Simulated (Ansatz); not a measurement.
Crystal: CoO.

```xyz
2
Lattice="1.6022 0.9250 2.5665 -1.6022 0.9250 2.5665 0.0000 -1.8501 2.5665" Properties=species:S:1:pos:R:3 pbc="T T T"
Co    0.0000    0.0000    7.6915
O     0.0000    0.0000    5.7824
```

Measurements of this composition are mostly on another form, of space group No. 225.

Base run:

| Property | Result |
| --- | --- |
| Program | Ansatz 0.2.0 |
| Functional | PBEsol |
| Potentials or basis | all-electron LAPW, scalar-relativistic |
| Cutoff | 455 eV (chosen from the basis error) |
| Basis error allowed | 0.001 eV/atom |
| k mesh | 10 × 10 × 10 |
| Occupations | fermi-dirac, width 0.05 eV |
| Spin | no spin polarisation |

Its results: band gap on the k mesh none (metal or under the smearing width); pressure -21.7 GPa; largest force 0.168 eV/Å.

Task: The run is repeated on the same cell with these changes: spin from no spin polarisation to collinear spin, ferromagnetic start. What comes out?

Result: Band gap on the k mesh none (metal or under the smearing width); pressure -7.9 GPa; net moment 2.78 μB per cell; site moments Co +2.36; O +0.32 μB; largest force 0.215 eV/Å.

Caveats: semilocal functionals often make such compounds metallic where correlation or magnetic order opens a gap, which also shifts bond lengths; an odd number of electrons without spin polarisation forces a metal (some runs); a magnetic or distorted state may lie lower (some runs); a cell with one magnetic atom can't hold antiferromagnetic order, which such compounds often take (some runs).
